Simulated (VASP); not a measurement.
# Al (Fm-3m) in VASP: notebook

One crystal, Al, is run at these levels: PBE; tasks: single point.

Everything below comes from runs of VASP 6.6.1. Logs are shortened: lines on timing, memory, paths and dates and some standing lists are left out, and cuts for length are marked.

## (1) The undisturbed crystal

Symmetry: Fm-3m, No. 225, cubic system. Conventional cell: a = 4.050 Å, b = 4.050 Å, c = 4.050 Å, α = 90.00°, β = 90.00°, γ = 90.00°. Around Al (site symmetry m-3m) lie 12 Al at 2.86 Å.

## (2) Single point, PBE (grid = ENCUT=400 dk=0.45 cell=2x2x2 ISMEAR=1 SIGMA=0.1 LREAL=Auto EDIFF=1e-06)

The input, INCAR:

```
SYSTEM = Al
  ALGO = Fast
  EDIFF = 1E-6
  ENCUT = 400
  GGA = PE
  ISIF = 2
  ISMEAR = 1
  LASPH = .TRUE.
  LCHARG = .FALSE.
  LREAL = Auto
  LWAVE = .FALSE.
  NBANDS = 20
  NELM = 120
  PREC = Accurate
  SIGMA = 0.1
```

The input, KPOINTS:

```
k-points
0
G
  3 3 3
  0 0 0
```

The input, POSCAR:

```
Al
1.0
    0.0000000000      4.0496100000      4.0496100000
    4.0496100000      0.0000000000      4.0496100000
    4.0496100000      4.0496100000      0.0000000000
Al
8
Direct
    0.0000000000      0.0000000000      0.0000000000
    0.0000000000      0.0000000000      0.5000000000
    0.0000000000      0.5000000000      0.0000000000
    0.0000000000      0.5000000000      0.5000000000
    0.5000000000      0.0000000000      0.0000000000
    0.5000000000      0.0000000000      0.5000000000
    0.5000000000      0.5000000000      0.0000000000
    0.5000000000      0.5000000000      0.5000000000
```

Potentials or basis: VASP PAW PBE potentials, release 64 (Al).

Launch:

```console
cat potpaw_PBE.64/Al/POTCAR > POTCAR
mpirun -np 1 vasp_std > vasp.out
```

OUTCAR:

```text
SYSTEM = Al
   EDIFF = 1E-6
   ENCUT = 400
   GGA = PE
   ISIF = 2
   ISMEAR = 1
   LASPH = .TRUE.
   LREAL = Auto
   NELM = 120
   PREC = Accurate

 Found      4 irreducible k-points:

 Following reciprocal coordinates:
            Coordinates               Weight
  0.000000  0.000000  0.000000      1.000000
  0.333333  0.000000  0.000000      8.000000
  0.333333  0.333333  0.000000      6.000000
 -0.333333  0.333333  0.000000     12.000000
   k-points           NKPTS =      4   k-points in BZ     NKDIM =      4   number of bands    NBANDS=     20
   number of dos      NEDOS =    301   number of ions     NIONS =      8
   total plane-waves  NPLWV =  64000
   dimension x,y,z NGX =    40 NGY =   40 NGZ =   40
   dimension x,y,z NGXF=    80 NGYF=   80 NGZF=   80
   ions per type =               8
   NGX,Y,Z   is equivalent  to a cutoff of  11.61, 11.61, 11.61 a.u.
   NGXF,Y,Z  is equivalent  to a cutoff of  23.22, 23.22, 23.22 a.u.
 SYSTEM =  Al
   PREC   = accura    normal or accurate (medium, high low for compatibility)
   ISTART =      0    job   : 0-new  1-cont  2-samecut
   ICHARG =      2    charge: 1-file 2-atom 10-const
   ISPIN  =      1    spin polarized calculation?
   LNONCOLLINEAR =      F non collinear calculations
   LSORBIT =      F    spin-orbit coupling
   LASPH  =      T    aspherical Exc in radial PAW
   ENCUT  =  400.0 eV  29.40 Ry    5.42 a.u.   9.34  9.34  9.34*2*pi/ulx,y,z
   NELM   =    120;   NELMIN=  2; NELMDL= -5     # of ELM steps
   EDIFF  = 0.1E-05   stopping-criterion for ELM
   LREAL  =      T    real-space projection
   EDIFFG = 0.1E-04   stopping-criterion for IOM
   NSW    =      0    number of steps for IOM
[... 5 lines left out ...]
   TEBEG  =    0.0;   TEEND  =   0.0 temperature during run
   PSTRESS=    0.0 pullay stress
   NELECT =      24.0000    total number of electrons
   NUPDOWN=      -1.0000    fix difference up-down
   EMIN   =  10.00;   EMAX   =-10.00  energy-range for DOS
   EFERMI =   0.00;   METHOD = LEGACY
   ISMEAR =     1;   SIGMA  =   0.10  broadening in eV -4-tet -1-fermi 0-gaus
   EFERMI_NEDOS =   21; number of points for ismear=-14 and -15
   IALGO  =     68    algorithm
   IMIX   =      4    mixing-type and parameters
     AMIX     =   0.40;   BMIX     =  1.00
     AMIX_MAG =   1.60;   BMIX_MAG =  1.00
  volume/ion in A,a.u.               =      16.60       112.04
  Fermi-wavevector in a.u.,A,eV,Ry     =   0.925526  1.748991 11.654733  0.856599
  Thomas-Fermi vector in A             =   2.051390
   LORBIT       =      0    0 simple, 1 ext, 2 COOP (PROOUT), +10 PAW based schemes
   GGA     = PE    functional components
   LHFCALC =     F    Hartree Fock is set to
   AEXX    =    0.0000 exact exchange contribution
   IVDW    =     0    specifies the selected vdW correction
   LEPSILON=     F    determine dielectric tensor
   LRPA    =     F    only Hartree local field effects (RPA)
 non-spin polarized calculation
 RMM-DIIS sequential band-by-band and
 Methfessel and Paxton  Order N= 1 SIGMA  =   0.10
  energy-cutoff  :      400.00
  volume of cell :      132.82
 maximum number of plane-waves:      2424
 NGX is ok and might be reduce to    40
   NGX = 19   NGY = 19   NGZ = 19

 number of electron      24.0000001 magnetization

 Free energy of the ion-electron system (eV)
  ---------------------------------------------------
  ext. energy  EPLUGINS =         0.00000000
  ---------------------------------------------------
  free energy    TOTEN  =       -30.48653074 eV

  energy without entropy =      -30.47786641  energy(sigma->0) =      -30.48364263

 E-fermi :   8.3125     XC(G=0): -10.1745

 val. band max:        7.2856171918   @ k =   0.3333   0.3333   0.0000
 cond. band min:       8.3196428021   @ k =  -0.3333   0.3333   0.0000
 fundamental gap:      1.0340256103
 Fermi energy:         8.3125160811

 k-point     1 :       0.0000    0.0000    0.0000
  band No.  band energies     occupation
      1      -3.1567      2.00000
      2       3.3671      2.00000
      3       3.3671      2.00000
      4       3.3671      2.00000
      5       3.3671      2.00000
      6       3.5634      2.00000
[... 12 lines left out ...]
     19      13.5011      0.00000
     20      13.5011      0.00000

 k-point     2 :       0.3333    0.0000    0.0000
  band No.  band energies     occupation
      1      -2.4064      2.00000
      2      -0.1785      2.00000
      3       2.7358      2.00000
      4       2.7358      2.00000
      5       2.7358      2.00000
      6       3.4365      2.00000
[... 12 lines left out ...]
     19      14.1319      0.00000
     20      14.1397      0.00000

 k-point     3 :       0.3333    0.3333    0.0000
  band No.  band energies     occupation
      1      -2.1571      2.00000
      2       0.7982      2.00000
      3       1.5303      2.00000
      4       1.5303      2.00000
      5       1.5303      2.00000
      6       1.5303      2.00000
[... 12 lines left out ...]
     19      12.2984      0.00000
     20      13.0204      0.00000

 k-point     4 :      -0.3333    0.3333    0.0000
  band No.  band energies     occupation
      1      -1.1644      2.00000
      2      -0.4246      2.00000
      3      -0.4246      2.00000
      4       1.7705      2.00000
      5       1.7705      2.00000
      6       4.6424      2.00000
[... 12 lines left out ...]
     19      11.0858      0.00000
     20      11.0858      0.00000

------------------------ aborting loop because EDIFF is reached ----------------------------------------

  FORCE on cell =-STRESS in cart. coord.  units (eV):
  Direction    XX          YY          ZZ          XY          YZ          ZX
  --------------------------------------------------------------------------------------
  -------------------------------------------------------------------------------------
  Total        0.0245872      0.0245872      0.0245872      0.0000000      0.0000000      0.0000000
  in kB        0.2965857      0.2965857      0.2965857      0.0000000      0.0000000      0.0000000
  external PRESSURE =       0.2965857 kB  Pullay stress =       0.0000000 kB

 VOLUME and BASIS-vectors are now :
 -----------------------------------------------------------------------------
  energy-cutoff  :      400.00
  volume of cell :      132.82
      direct lattice vectors                 reciprocal lattice vectors
     0.000000000  4.049610000  4.049610000    -0.123468680  0.123468680  0.123468680
     4.049610000  0.000000000  4.049610000     0.123468680 -0.123468680  0.123468680
     4.049610000  4.049610000  0.000000000     0.123468680  0.123468680 -0.123468680

 POSITION                                       TOTAL-FORCE (eV/Angst)
 -----------------------------------------------------------------------------------
      0.00000      0.00000      0.00000        -0.000000      0.000000      0.000000
      2.02481      2.02481      0.00000        -0.000000     -0.000000      0.000000
      2.02481      0.00000      2.02481         0.000000     -0.000000      0.000000
      4.04961      2.02481      2.02481         0.000000      0.000000      0.000000
      0.00000      2.02481      2.02481        -0.000000      0.000000     -0.000000
      2.02481      4.04961      2.02481        -0.000000      0.000000     -0.000000
      2.02481      2.02481      4.04961        -0.000000     -0.000000     -0.000000
      4.04961      4.04961      4.04961        -0.000000     -0.000000     -0.000000
 -----------------------------------------------------------------------------------
    total drift:                               -0.000000      0.000000     -0.000000

  FREE ENERGIE OF THE ION-ELECTRON SYSTEM (eV)
  ---------------------------------------------------
  free  energy   TOTEN  =       -30.4865307409 eV

  energy  without entropy=      -30.4778664109  energy(sigma->0) =      -30.48364263
```

OSZICAR:

```text
N       E                     dE             d eps       ncg     rms          rms(c)
DAV:   1     0.156955109719E+02    0.15696E+02   -0.73512E+03   160   0.756E+02
DAV:   2    -0.291313284271E+02   -0.44827E+02   -0.42939E+02   212   0.107E+02
DAV:   3    -0.306545968773E+02   -0.15233E+01   -0.14981E+01   200   0.168E+01
DAV:   4    -0.306635412681E+02   -0.89444E-02   -0.89424E-02   196   0.166E+00
DAV:   5    -0.306636462521E+02   -0.10498E-03   -0.10498E-03   212   0.184E-01    0.357E+00
RMM:   6    -0.305607173645E+02    0.10293E+00   -0.11777E-02   162   0.598E-01    0.209E+00
RMM:   7    -0.304866640062E+02    0.74053E-01   -0.34454E-02   172   0.977E-01    0.301E-01
RMM:   8    -0.304865232608E+02    0.14075E-03   -0.13091E-03   179   0.221E-01    0.349E-02
RMM:   9    -0.304865367016E+02   -0.13441E-04   -0.18713E-04   184   0.940E-02    0.325E-02
RMM:  10    -0.304865398120E+02   -0.31104E-05   -0.37183E-05   185   0.411E-02    0.111E-02
RMM:  11    -0.304865289531E+02    0.10859E-04   -0.77582E-06   178   0.166E-02    0.118E-02
RMM:  12    -0.304865306138E+02   -0.16607E-05   -0.19888E-06   136   0.103E-02    0.103E-02
RMM:  13    -0.304865307409E+02   -0.12709E-06   -0.54969E-07   119   0.507E-03
   1 F= -.30486531E+02 E0= -.30483643E+02  d E =-.866433E-02
```

stdout:

```text
POSCAR found type information on POSCAR Al
 POSCAR found :  1 types and       8 ions
 scaLAPACK will be used
 -----------------------------------------------------------------------------
|                                                                             |
|                                                                             |
|     You have a (more or less) 'small supercell' and for smaller cells       |
|     it is recommended to use the reciprocal-space projection scheme!        |
|     The real-space optimization is not efficient for small cells and it     |
|     is also less accurate ...                                               |
|     Therefore, set LREAL=.FALSE. in the INCAR file.                         |
|                                                                             |
 -----------------------------------------------------------------------------

 LDA part: xc-table for (Slater+PW92), standard interpolation
 POSCAR, INCAR and KPOINTS ok, starting setup
 FFT: planning ... GRIDC
 FFT: planning ... GRID_SOFT
 FFT: planning ... GRID
 WAVECAR not read
 entering main loop
```

Wall time 12 s (1 thread of Intel Xeon Platinum 8488C (Sapphire Rapids), shared host); peak memory 0.21 GiB.

These settings aren't checked as converged: the numbers below hold their error.

Results:

```yaml
Free_energy: -30.4865 eV
Pressure: 0.0 GPa
Band_gap_on_the_k_mesh: none (metal or under the smearing width)
```

Caveat: the k mesh is coarse (spacing up to 0.45 Å⁻¹), so the values aren't converged.

## (3) Single point, PBE (grid = ENCUT=340 dk=0.35 cell=2x2x2 ISMEAR=1 SIGMA=0.1 LREAL=Auto EDIFF=1e-06)

Changes to INCAR since step 2:

```diff
@@ -3,3 +3,3 @@
   EDIFF = 1E-6
-  ENCUT = 400
+  ENCUT = 340
   GGA = PE
```

The input, KPOINTS:

```
k-points
0
G
  4 4 4
  0 0 0
```

POSCAR is that of step 2.

Potentials or basis: VASP PAW PBE potentials, release 64 (Al).

Launch:

```console
cat potpaw_PBE.64/Al/POTCAR > POTCAR
mpirun -np 1 vasp_std > vasp.out
```

Run time: 12 s. Hardware: 1 thread of Intel Xeon Platinum 8488C (Sapphire Rapids), shared host; peak memory 0.18 GiB.

The run converged, but some of its settings lie outside the range that counts as converged, so its numbers aren't taken as properties of the crystal.

Results:

```
Free energy            : -29.9057 eV
Pressure               : -0.4 GPa
Band gap on the k mesh : none (metal or under the smearing width)
```

## (4) Single point, PBE (grid = ENCUT=400 dk=0.35 cell=2x2x2 ISMEAR=1 SIGMA=0.1 LREAL=Auto EDIFF=1e-06)

Changes to INCAR since step 3:

```diff
@@ -3,3 +3,3 @@
   EDIFF = 1E-6
-  ENCUT = 340
+  ENCUT = 400
   GGA = PE
```

KPOINTS is that of step 3.

POSCAR is that of step 3.

Launch:

```console
cat potpaw_PBE.64/Al/POTCAR > POTCAR
mpirun -np 1 vasp_std > vasp.out
```

Run time: 18 s. Hardware: 1 thread of Intel Xeon Platinum 8488C (Sapphire Rapids), shared host; peak memory 0.22 GiB.

These settings aren't checked as converged: the numbers below hold their error.

Results:

```
Free energy            : -29.9159 eV
Pressure               : -0.4 GPa
Band gap on the k mesh : none (metal or under the smearing width)
```
